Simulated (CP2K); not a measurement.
Crystal: CuO.

```xyz
6
Lattice="4.1609 0.0000 0.0000 0.0000 4.1609 0.0000 0.0000 0.0000 3.8876" Properties=species:S:1:pos:R:3 pbc="T T T"
Cu    2.0805    0.0000    1.9438
Cu    0.0000    2.0805    1.9438
Cu    0.0000    0.0000    0.0000
O     0.0000    0.0000    1.9438
O     2.0805    0.0000    0.0000
O     0.0000    2.0805    0.0000
```

Measurements of this composition are mostly on another form, of space group No. 15.

Base run:

```yaml
Program: CP2K 2026.2
Functional: PBE
Potentials_or_basis: GTH_POTENTIALS Cu GTH-BLYP-q11, O GTH-BLYP-q6; DZVP-MOLOPT-SR-GTH basis
Density_cutoff: 8163 eV
k_mesh: 7 × 7 × 7
Occupations: fermi-dirac, width 0.05 eV
Spin: no spin polarisation
```

Its results: band gap on the k mesh none (metal or under the smearing width); pressure 3.1 GPa.

**Question.** The run is repeated on the same cell with these changes: potentials or basis from GTH_POTENTIALS Cu GTH-BLYP-q11, O GTH-BLYP-q6; DZVP-MOLOPT-SR-GTH basis to POTENTIAL_UZH Cu GTH-SCAN-q11, O GTH-SCAN-q6; DZVP-MOLOPT-SR-GTH basis; potentials from Cu GTH-BLYP-q11 of GTH_POTENTIALS, O GTH-BLYP-q6 of GTH_POTENTIALS to Cu GTH-SCAN-q11 of POTENTIAL_UZH, O GTH-SCAN-q6 of POTENTIAL_UZH. What comes out?

**Answer.** Band gap on the k mesh none (metal or under the smearing width); pressure 5.1 GPa.

Caveats: the potentials were made for another functional, which shifts forces and pressure; the basis of atomic orbitals isn't converged, which shifts pressures, moduli and gaps; an odd number of electrons without spin polarisation forces a metal; a magnetic or distorted state may lie lower; the run has no spin polarisation, though such a crystal can be magnetic; semilocal functionals often make such compounds metallic where correlation or magnetic order opens a gap, which also shifts bond lengths.
